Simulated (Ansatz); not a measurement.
# Searching the electronic states of Yb, part 1 of 2

Aim: see which self-consistent states Yb reaches from different starts at one fixed geometry, and which of them is lowest. Yb is taken in its deposited structure (space group P6_3/mmc), 2 atoms in the cell. Source: COD entry 1522989.

Method: DFT PBE+U, PAW, plane waves, scalar-relativistic; U − J = 5.3 eV on Yb f, in Ansatz 0.2.0.

**1. The system as given**

The structure is hexagonal, space group P6_3/mmc (No. 194). Conventional cell: a = 3.015 Å, b = 3.015 Å, c = 4.823 Å, α = 90.00°, β = 90.00°, γ = 120.00°. Yb (site symmetry -6m2) is surrounded by 12 Yb at 2.97 to 3.02 Å.

Coordinates:

```
Yb
1.0
     3.01500    0.00000    0.00000
    -1.50750    2.61107    0.00000
     0.00000    0.00000    4.82300
Yb
2
Cartesian
  0.0000 1.7407 1.2058
  1.5075 0.8704 3.6173
```

In tables a label like Yb2 counts atoms in the order of input.yaml; a structure file may count by element.

First come: parallel moments, plain SCF; opposed moments +-, plain SCF; no spin polarisation; spin on, no moments given (the program may seed its own), plain SCF. Further starts follow from what these give.

A plain SCF has the search for lower states switched off and ends at the first converged state. Ends within 0.2 meV/atom and 0.1 μB count as one state.

The total moment includes the space between the atomic spheres.

**2. Parallel moments, plain SCF**

Input file input.yaml:

```yaml
crystal:
  lattice:
    - [3.01500148, 0.0, 0.0]
    - [-1.50750074, 2.61106787, 0.0]
    - [0.0, 0.0, 4.823]
  atoms:
    - { symbol: Yb, position: [0.33333333, 0.66666667, 0.25], spin: 1.0 }
    - { symbol: Yb, position: [0.66666667, 0.33333333, 0.75], spin: 1.0 }
magnetization:
  spin_polarized: true
hamiltonian:
  xc: pbe
  pseudopotentials: { kind: paw }
  hubbard: { sites: [{ species: Yb, l: f, u_eff: 5.3 }] }
basis:
  ecutwfc: 420
kpoints:
  mp_grid: { grid: [10, 10, 5] }
scf:
  occupations: { method: fermi_dirac, width: 0.1 }
  lower_state_search: "off"
output:
  forces: true
  stress: true
```

Output, shortened:

```text
Yb: projections on atomic orbitals take those of the free atom [Kr 4d10] 4f14 5s2 5p6 5d0 6s2, of charge +0.00 (hamiltonian.pseudopotentials.projection_atoms); the dataset's partial waves leave at most 1.5e-4 of an orbital's norm unspanned inside its sphere
[...]
Pseudopotentials: kind: paw
Pseudopotential: Yb, paw, valence charge 24, recommended cutoff 420 eV (normal), Yb.paw.azcp
Functional definition: PBE
[...]
Crystal: 2 atoms, lattice volume = 37.968 Å³
Basis set: ecut = 420 eV, 725 PW (Γ), exchange–correlation on 48×48×72 points (8 copies of the dense FFT grid, shifted against one another)
Bands: 30, of which v1, the nominal top of the filled ones, is band 24 counted from 1 (23 counted from 0)
Symmetry: 24 space group operations
Space group: P63/mmc (ITA 194), of the structure as read, at distance tolerance 3.4e-5 Å
Magnetic group: BNS 194.263 (UNI 1493), of the structure as read, at distance tolerance 3.4e-5 Å
k-points: 42 of 500
[...]
Starting moments: Σ|m| = 2 μB on 2 of 2 sites
[...]
SCF iter   1: F=—  HF=-27586.100956 eV  |F-HF|=—  |Δ(HF+E_count)|=         —  Δρ=8.37e-2 (↑8.37e-2 ↓4.34e-2)  dr2=5.92e-1  dr2_m=1.38e0  M=0.355 μB ∫|m|=0.356 μB  β_m=0.30  ethr=1.23e-3  ⟨swp⟩=1.8  Hψ=16276  notcnv=0  defer=2
[...]
spin=Collinear: Kerker preconditioning applied to the charge; magnetization (m = ρ↑ − ρ↓) channel mixes plain (no charge-response kernel on spin).
[...]
spin-set hold released at iteration 7 (site moments contracting): the magnetisation degrees of freedom join the quasi-Newton model from the next iteration; the mixer history was flushed
[...]
SCF iter  16: F=-27586.531211 eV  HF=-27586.531211 eV  |F-HF|=3.64e-11  |Δ(HF+E_count)|=  5.82e-11  Δρ=2.69e-7 (↑2.69e-7 ↓1.73e-7)  dr2=4.56e-11  dr2_m=3.87e-12  M=-0.000 μB ∫|m|=0.000 μB  ethr=2.50e-12  ⟨swp⟩=2.5  Hψ=8758  notcnv=0
WARN: the starting moments were not kept: the SCF closed with an absolute magnetisation of 5.4e-6 μB, where they sum to 2 μB in size (2 sites). That is at most 0.1 of that sum. Measured as dr2_m measures the in/out step, that magnetisation stands 2.8e-12 eV from none, at or under the [...]
the last iteration of the SCF fills more bands at one k-point than at another: 23 at σ=↑ k=30 and 25 at σ=↑ k=12; 23 at σ=↓ k=30 and 25 at σ=↓ k=12 (a band counts as filled where it holds over half of its capacity, the bands of one level by their mean; [...]
SCF converged after 16 iterations
Magnetization: -0.0000 μB (24.0000 up, 24.0000 down)
Absolute magnetization: 0.0000 μB (∫|ρ↑−ρ↓|, with the PAW one-centre terms)
Spin contamination: 0.0000 ħ² per cell (⟨S²⟩ above its minimum at these occupations)
Per-site moments (μB) at R_I (Å): [(-2.985163169595588e-7, 1.2268259178663816), (-2.9851631721002265e-7, 1.2268259178663816)]
Free energy (F): -27586.531211 eV
[...]
E sigma→0 (E₀):  -27586.507904 eV
Entropy (-TS):   -0.046612 eV (-23.306 meV/atom)
Fermi energy:    21.051430 eV
[...]
--- Forces (eV/Å), atoms counted from 1 ---
  atom   1  Yb     0.00000000    -0.00000000    -0.00000000
  atom   2  Yb    -0.00000000     0.00000000     0.00000000
[...]
--- Stress (GPa, compression-positive) ---
       40.169496       0.000000      -0.000000
        0.000000      40.169496       0.000000
       -0.000000       0.000000      40.244527
  P = ⅓ Tr σ = 40.1945 GPa (401.945 kbar)
Occupation matrices written to <dir>
```

Run time: 5.3 s. Hardware: 2 threads of an x86-64 CPU, shared host; peak memory 0.47 GiB.

End: non-magnetic, no gap on the k-mesh.

**3. Opposed moments +-, plain SCF**

input.yaml, as its differences from that of step 2:

```diff
@@ -7,3 +7,3 @@
     - { symbol: Yb, position: [0.33333333, 0.66666667, 0.25], spin: 1.0 }
-    - { symbol: Yb, position: [0.66666667, 0.33333333, 0.75], spin: 1.0 }
+    - { symbol: Yb, position: [0.66666667, 0.33333333, 0.75], spin: -1.0 }
 magnetization:
```

Output, shortened:

```text
[... 12 lines as in an earlier run ...]
Symmetry: 12 space group operations
Space group: P-6m2 (ITA 187), of the structure as read, at distance tolerance 3.4e-5 Å
Magnetic group: BNS 194.267 (UNI 1497), of the structure as read, at distance tolerance 3.4e-5 Å
k-points: 42 of 500 (time reversal used)
[... 4 lines as in an earlier run ...]
Starting moments: Σ|m| = 2 μB on 2 of 2 sites
Starting magnetic order: antiferromagnet; an inversion exchanges its spin sublattices: spin-degenerate at every k-point
[... 2 lines as in an earlier run ...]
[...]
SCF iter   1: F=—  HF=-27586.119029 eV  |F-HF|=—  |Δ(HF+E_count)|=         —  Δρ=6.46e-2 (↑6.46e-2 ↓6.46e-2)  dr2=6.17e-1  dr2_m=1.28e0  M=0.000 μB ∫|m|=0.394 μB  β_m=0.30  ethr=1.28e-3  ⟨swp⟩=1.8  Hψ=16354  notcnv=0
[...]
[... 1 line as in an earlier run ...]
[...]
spin-set hold released at iteration 7 (site moments contracting): the magnetisation degrees of freedom join the quasi-Newton model from the next iteration; the mixer history was flushed
[...]
SCF iter  17: F=-27586.531211 eV  HF=-27586.531211 eV  |F-HF|=1.76e-9  |Δ(HF+E_count)|=  5.49e-10  Δρ=8.46e-7 (↑7.66e-7 ↓8.46e-7)  dr2=1.05e-9  dr2_m=3.21e-12  M=-0.000 μB ∫|m|=0.000 μB  ethr=2.52e-12  ⟨swp⟩=2.6  Hψ=9682  notcnv=0
WARN: the starting moments were not kept: the SCF closed with an absolute magnetisation of 4.5e-6 μB, where they sum to 2 μB in size (2 sites). That is at most 0.1 of that sum. Measured as dr2_m measures the in/out step, that magnetisation stands 1.9e-12 eV from none, at or under the [...]
[... 1 line as in an earlier run ...]
[...]
SCF converged after 17 iterations
Magnetization: -0.0000 μB (24.0000 up, 24.0000 down)
Absolute magnetization: 0.0000 μB (∫|ρ↑−ρ↓|, with the PAW one-centre terms)
Spin contamination: 0.0000 ħ² per cell (⟨S²⟩ above its minimum at these occupations)
Per-site moments (μB) at R_I (Å): [(4.7624244515379525e-7, 1.2268259178663816), (-4.905270125358903e-7, 1.2268259178663816)]
Free energy (F): -27586.531211 eV
[...]
E sigma→0 (E₀):  -27586.507904 eV
Entropy (-TS):   -0.046612 eV (-23.306 meV/atom)
Fermi energy:    21.051429 eV
[... 26 lines left out: energy terms, forces, stress ...]
Occupation matrices written to <dir>
```

It took 11 s on 2 threads of an x86-64 CPU, shared host; peak memory 0.42 GiB.

Nothing new: the 17 iterations lead to the state found in step 2 (non-magnetic).

**4. No spin polarisation**

input.yaml, as its differences from that of step 3:

```diff
@@ -6,6 +6,4 @@
   atoms:
-    - { symbol: Yb, position: [0.33333333, 0.66666667, 0.25], spin: 1.0 }
-    - { symbol: Yb, position: [0.66666667, 0.33333333, 0.75], spin: -1.0 }
-magnetization:
-  spin_polarized: true
+    - { symbol: Yb, position: [0.33333333, 0.66666667, 0.25] }
+    - { symbol: Yb, position: [0.66666667, 0.33333333, 0.75] }
 hamiltonian:
```

Output, shortened:

```text
[... 1 line as in an earlier run ...]
band count auto-derived: 30, from the close of a first SCF at 29 (N_el = 48.0; filled up to band 24; 29 by the electrons, moments and atoms)
[... 10 lines as in an earlier run ...]
Bands: 29, of which v1, the nominal top of the filled ones, is band 24 counted from 1 (23 counted from 0)
[... 9 lines as in an earlier run ...]
[...]
SCF iter   1: F=—  HF=-27586.534716 eV  |F-HF|=—  |Δ(HF+E_count)|=         —  Δρ=3.08e-2  dr2=2.96e-1  ethr=6.17e-4  ⟨swp⟩=1.8  Hψ=8028  notcnv=0
[...]
SCF 1, on 29 bands, converged in 9 iterations: F = -27586.531211 eV; the run's SCF on all bands comes behind
The result of the SCF on 29 bands, without a stress, told ahead of the SCF on all bands, whose result is the run's:
SCF converged after 9 iterations
Free energy (F): -27586.531211 eV
[...]
E sigma→0 (E₀):  -27586.507904 eV
[...]
Of that result alone: the last iteration of the SCF fills more bands at one k-point than at another: 23 at k=30 and 25 at k=12 (a band counts as filled where it holds over half of its capacity, the bands of one level by their mean; [...]
Bands: 30, of which v1, the nominal top of the filled ones, is band 24 counted from 1 (23 counted from 0)
[...]
SCF iter   2: F=-27586.531211 eV  HF=-27586.531211 eV  |F-HF|=1.55e-8  |Δ(HF+E_count)|=   1.20e-6  Δρ=2.41e-6  dr2=1.18e-9  ethr=6.12e-11  ⟨swp⟩=13.1  Hψ=10201  notcnv=0
the last iteration of the SCF fills more bands at one k-point than at another: 23 at k=30 and 25 at k=12 (a band counts as filled where it holds over half of its capacity, the bands of one level by their mean; [...]
SCF converged after 11 iterations (9 of them on 29 bands)
Free energy (F): -27586.531211 eV
[...]
E sigma→0 (E₀):  -27586.507905 eV
Entropy (-TS):   -0.046612 eV (-23.306 meV/atom)
Fermi energy:    21.051430 eV
[... 31 lines left out: energy terms, forces, stress, bands ...]
Occupation matrices written to <dir>
```

Wall time 4 s (2 threads of an x86-64 CPU, shared host); peak memory 0.43 GiB.

The run ends in the same state as step 2 (non-magnetic); it took 11 iterations.

**5. Spin on, no moments given (the program may seed its own), plain SCF**

input.yaml, as its differences from that of step 4:

```diff
@@ -22 +22,3 @@
   stress: true
+magnetization:
+  spin_polarized: true
```

Output, shortened:

```text
[... 23 lines as in an earlier run ...]
SCF iter   1: F=—  HF=-27583.269956 eV  |F-HF|=—  |Δ(HF+E_count)|=         —  Δρ=1.48e-1 (↑4.82e-2 ↓1.48e-1)  dr2=4.67e0  dr2_m=2.72e0  M=3.510 μB ∫|m|=3.510 μB  ethr=6.17e-4  ⟨swp⟩=1.8  Hψ=8033  notcnv=0
[...]
[... 1 line as in an earlier run ...]
[...]
SCF 1, on 29 bands, converged in 13 iterations: F = -27586.531211 eV; the run's SCF on all bands comes behind
The result of the SCF on 29 bands, without a stress, told ahead of the SCF on all bands, whose result is the run's:
SCF converged after 13 iterations
Magnetization: 0.0000 μB (24.0000 up, 24.0000 down)
Absolute magnetization: 0.0000 μB (∫|ρ↑−ρ↓|)
Spin contamination: 0.0000 ħ² per cell (⟨S²⟩ above its minimum at these occupations)
Per-site moments (μB) at R_I (Å): [(0.0, 1.2268259178663816), (0.0, 1.2268259178663816)]
Free energy (F): -27586.531211 eV
[...]
Bands: 30, of which v1, the nominal top of the filled ones, is band 24 counted from 1 (23 counted from 0)
[...]
[... 1 line as in an earlier run ...]
SCF iter   2: F=-27586.531211 eV  HF=-27586.531211 eV  |F-HF|=1.02e-9  |Δ(HF+E_count)|=   2.04e-7  Δρ=3.03e-6 (↑3.03e-6 ↓3.03e-6)  dr2=1.36e-8  dr2_m=0.00e0  M=0.000 μB ∫|m|=0.000 μB  ethr=3.53e-11  ⟨swp⟩=12.5  Hψ=9425  notcnv=0
[... 1 line as in an earlier run ...]
[...]
SCF converged after 15 iterations (13 of them on 29 bands)
Magnetization: 0.0000 μB (24.0000 up, 24.0000 down)
Absolute magnetization: 0.0000 μB (∫|ρ↑−ρ↓|)
Spin contamination: 0.0000 ħ² per cell (⟨S²⟩ above its minimum at these occupations)
Per-site moments (μB) at R_I (Å): [(0.0, 1.2268259178663816), (0.0, 1.2268259178663816)]
Free energy (F): -27586.531211 eV
[...]
E sigma→0 (E₀):  -27586.507905 eV
Entropy (-TS):   -0.046612 eV (-23.306 meV/atom)
Fermi energy:    21.051420 eV
[... 31 lines left out: energy terms, forces, stress, bands ...]
Occupation matrices written to <dir>
```

Run time: 5.5 s. Hardware: 2 threads of an x86-64 CPU, shared host; peak memory 0.46 GiB.

Nothing new: the 15 iterations lead to the state found in step 2 (non-magnetic).

(Continued in part 2 of 2.)
